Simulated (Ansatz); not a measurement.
**Cu: stiffness from a series of strains**

```yaml
crystal:
  lattice:
    - [0.00000, 1.80750, 1.80750]
    - [1.80750, 0.00000, 1.80750]
    - [1.80750, 1.80750, 0.00000]
  atoms:
    - { symbol: Cu, position: [0.00000, 0.00000, 0.00000] }
```

The cell is COD entry 5000216, as deposited and not checked against the literature; nothing was relaxed.

These are results of Ansatz 0.2.0, DFT, PBE, all-electron LAPW, scalar-relativistic, not measurements.

Sampling and basis: a Γ-centred 19×19×19 k mesh, Fermi–Dirac smearing of 0.08 eV, basis error target 0.25 meV/atom, no spin polarisation.

The strain is applied along the Cartesian axes of the cell as listed (γ is the engineering shear, twice εxy = εyz = εzx). Fractional coordinates are held (clamped ions).

σ is the change of stress from the unstrained cell, which is at 1.69 GPa; tension is positive, so slopes are stress–strain coefficients at that pressure. In a metal the k mesh adds noise.

Only quantities that a quadratic follows smoothly over the whole series are listed; rougher ones are left out.

```csv
γ,σxy (GPa)
-0.0300,-2.19
-0.0200,-1.46
0.0000,0.00
0.0100,0.76
0.0200,1.57
0.0300,2.43
```

Task: Fit the series and read off the stiffness at zero strain.

Result: Least-squares fits y = p0 + p1 x + p2 x² to the rows give σxy (GPa): p1 = 76.6, p2 = 140. So C44 (clamped ions) = 77 GPa.

Task: One run, at γ = -0.0100, is withheld. Predict its row.

Result: The fits give -0.76; the run gave -0.74.
